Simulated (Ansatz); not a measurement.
## SnTe under changes of volume

One of the cells (31.281 Å³/atom); the others are scaled copies at fixed shape and fractional positions:

```
Te Sn
1.0
     0.00000    3.15085    3.15085
     3.15085    0.00000    3.15085
     3.15085    3.15085    0.00000
Te Sn
1 1
Direct
  0.50000 0.50000 0.50000
  0.00000 0.00000 0.00000
```

| Item | Value |
| --- | --- |
| Program | Ansatz 0.2.0 |
| Functional | PBEsol |
| Potentials or basis | Ansatz PAW |
| Cutoff | 420 eV (not typed: the program's choice for these potentials) |
| k mesh | 7 × 7 × 7 |
| Occupations | fermi-dirac, width 0.05 eV |
| Spin | no spin polarisation |

| volume (Å³/atom) | energy over the lowest point (meV/atom) | pressure (GPa) |
| --- | --- | --- |
| 29.404 | 13.36 | 2.8 |
| 30.030 | 4.66 | 1.6 |
| 30.656 | 0.35 | 0.6 |
| 31.281 | 0.00 | -0.4 |
| 31.907 | ? | ? |
| 32.532 | 9.51 | -2.0 |
| 33.158 | 18.68 | -2.7 |

**Question.** What does the run at 31.907 Å³/atom give?

**Answer.** Energy over the lowest point 3.17 meV/atom; pressure -1.2 GPa.

Worked out: A Birch-Murnaghan fit of order 3 (a polynomial in V^(-2/3)) to the other rows has its minimum at 31.02 Å³/atom with B0 = V·E''(V) = 47 GPa and B' = 4.5. It gives 3.18 meV/atom at 31.907 Å³/atom, against the run's 3.17, and -dE/dV = -1.2 GPa, against -1.2.

Energies are extrapolated to zero smearing.

Caveats: the PAW data sets come from PBE, with cores solved anew for the run's functional, which leaves a small shift of forces and pressure.
